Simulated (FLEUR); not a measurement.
# GaN: equation of state with AM05

Crystal: GaN.

```
CELL_PARAMETERS angstrom
0.00000 2.25350 2.25350
2.25350 0.00000 2.25350
2.25350 2.25350 0.00000
ATOMIC_POSITIONS crystal
Ga 0.00000 0.00000 0.00000
N 0.25000 0.25000 0.25000
```

The cell is a database's computed one.

| Property | Result |
| --- | --- |
| Program | FLEUR MaX-R8.1 (later development tree) |
| Task | equation of state |
| Functional | AM05 |
| Potentials or basis | all-electron |
| Basis | FLAPW |
| Kmax | 5.21 1/bohr |
| k mesh | 10 × 10 × 10 |
| Occupations | fermi-dirac, width 0.05 eV |
| Spin | no spin polarisation |

The equilibrium volume is 11.37 Å³/atom. The bulk modulus is 187 GPa. The pressure derivative of the bulk modulus is 4.3 (rough: it moves with the points fitted).

Energy against volume, from the lowest point:
| volume (Å³/atom) | energy (meV/atom) |
| --- | --- |
| 10.757 | 20.68 |
| 10.986 | 7.57 |
| 11.444 | 0.00 |
| 11.902 | 13.24 |
| 12.131 | 26.38 |
